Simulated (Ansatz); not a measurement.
## KF: pressure against volume

KF, Fm-3m, a = 5.419 Å. Ansatz: PBE, PAW, 420 eV, Γ-centred 8×8×8 mesh on 2 atoms, Gaussian smearing 0.02 eV; no spin polarisation. Symmetry fixes shape and atoms, so the cell is only scaled; pressure is positive in compression.

```tsv
V (Å³/atom)	P (GPa)
18.695	2.12
19.292	0.99
19.889	0.03
20.485	-0.77
21.082	?
```

Take V0 = 19.889 Å³/atom, count pressures from its P0 = 0.03 GPa, fit the third-order Birch–Murnaghan form to the other rows, and predict the missing pressure.

With the Eulerian strain f = ½[(V0/V)^(2/3) − 1] and y = (P − P0)/[3f(1 + 2f)^(5/2)], the form is the line y = B0 + 1.5 B0 (B0′ − 4) f. Rows (f, y): 0.02107, 29.82; 0.01026, 29.64; -0.00975, 28.73. Means f = 0.007193, y = 29.397; Σ(Δf)² = 0.0004890, ΣΔfΔy = 0.01792; the slope is their ratio. y = 29.13 + 36.64 f GPa, so B0 = 29.1 GPa and B0′ = 4 + 2 × (36.64)/(3 × 29.13) = 4.84. At V = 21.082, f = -0.01905, y = 28.432 and P = -1.44 GPa. The run gave -1.44 GPa, the same to the digits shown. The form still works here, 33 % of the fitted range beyond its end.